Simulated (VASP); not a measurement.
Here is a VASP 6.6.1 calculation.

INCAR

```
SYSTEM = TaC
  PREC = Accurate
  ENCUT = 600
  EDIFF = 1E-7
  ISMEAR = 1
  SIGMA = 0.1
  LREAL = .FALSE.
  LASPH = .TRUE.
  NELM = 80
  ALGO = Fast
  ISIF = 2
  LWAVE = .FALSE.
  LCHARG = .FALSE.
  GGA = PE
  IBRION = 2
  NSW = 40
  EDIFFG = -0.01
```

The input KPOINTS:

```
regular mesh
0
G
  14 14 14
  0 0 0
```

The input POSCAR:

```
TaC                                     
1.0
    0.0000000000      2.2391112413      2.2391112413
    2.2391112413     -0.0000000000      2.2391112413
    2.2391112413      2.2391112413      0.0000000000
  Ta              C             
     1     1
Direct
     0.0000000000000000    0.0000000000000000    0.0000000000000000
     0.5000000000000000    0.5000000000000000    0.5000000000000000
```

Potentials or basis: VASP PAW PBE potentials, release 64 (Ta_pv, C).

The run is started by

```sh
$ cat potpaw_PBE.64/Ta_pv/POTCAR potpaw_PBE.64/C/POTCAR > POTCAR
$ mpirun -np 1 vasp_std > vasp.out
```

(1) Estimate the band gap on the k mesh.

## Answers

(1) none (metal or under the smearing width).

Caveat: the relaxation stopped at its first step, so nothing moved.
